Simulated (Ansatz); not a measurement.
## Dielectric response of In2O3 (0001) films: cost of one run

Ansatz 0.2.0; plane-wave DFT, PBEsol, Ansatz PAW. The cell holds 25 atoms.

The input, input.yaml:

```yaml
crystal:
  lattice:
    - [5.49, 0.0, 0.0]
    - [-2.745, 4.75447947, 0.0]
    - [0.0, 0.0, 29.40486]
  atoms:
    - { symbol: In, position: [0.66666667, 0.33333333, 0.3060718534] }
    - { symbol: O, position: [0.298, 0.0, 0.3355147188] }
    - { symbol: O, position: [0.0, 0.298, 0.3355147188] }
[... 16 atom lines left out ...]
    - { symbol: In, position: [0.33333333, 0.66666667, 0.611685506] }
    - { symbol: In, position: [0.0, 0.0, 0.6350424159] }
    - { symbol: O, position: [0.63133333, 0.66666667, 0.6644852812] }
    - { symbol: O, position: [0.33333333, 0.96466667, 0.6644852812] }
    - { symbol: O, position: [0.03533333, 0.36866667, 0.6644852812] }
    - { symbol: In, position: [0.66666667, 0.33333333, 0.6939281466] }
kpoints:
  mp_grid: { grid: [6, 6, 1] }
hamiltonian:
  xc: pbesol
scf:
  occupations: { method: fermi_dirac, width: 0.03 }
  convergence: { dr2_threshold: 1.0e-09 }
efield:
  axis: 3
  dipole_correction: true
  ramp_position: 0.97
  ramp_width: 0.06
relax:
  f_tol: 0.003
  max_steps: 100
output:
  write_potential: true
  write_density: true
  volumetric_format: npy
```

Launch:

```sh
ansatz run input.yaml --threads 16 --pin off --max-ram 32768MiB --backend cpu --events-out ev --progress --plain --runs-dir out
```

The cutoff in use is 420 eV. For reference, a run of the same kind (20 atoms, 8 k-points, 108 bands and 13,729 plane waves; 80 SCF cycles) took 47 s and 3 GiB on the same hardware.

Q: Estimate wall time and peak memory on 16 threads of Arm Neoverse V1, shared host.

A cutoff of 420 eV is a sphere of radius 10.5 Å⁻¹, so a cell of 768 Å³ holds about V·G³/6π² = 15,000 plane waves. At two electrons a band, the 220 electrons need 110 bands, and 25 more are carried. Symmetry cuts the 6×6×1 mesh from 36 to 8 points. The run has 8 k-points, 135 bands and 15,009 plane waves. Taking the work of a cycle as k-points × spins × bands × plane waves, that is 1.4 times the reference, or 64 s at the reference's 80 cycles. The run needed 89 SCF cycles over 9 ionic steps, which makes it about 71 s. One copy of the wavefunctions takes 0.24 GiB at 16 bytes a coefficient, against 0.18 GiB in the reference; grids, projectors and work arrays come on top. Measured: about 75 s, with a peak of 3.6 GiB. The estimate holds within 25 %.

[Logs are printed without paths, hosts, clocks, repeated set-up lines and the standing remarks that a program may print on its own settings, such as how far it seeks lower states.]

[Hosts, paths, dates, database ids (printed as entryN), source tags and the programs' standing remarks are cut or masked in the printed files.]

[Maps of the electrostatic potential energy from Ansatz leave out the sawtooth potential of an applied field or a dipole correction, so their vacuum need not be flat; planar profiles and work functions include it.]
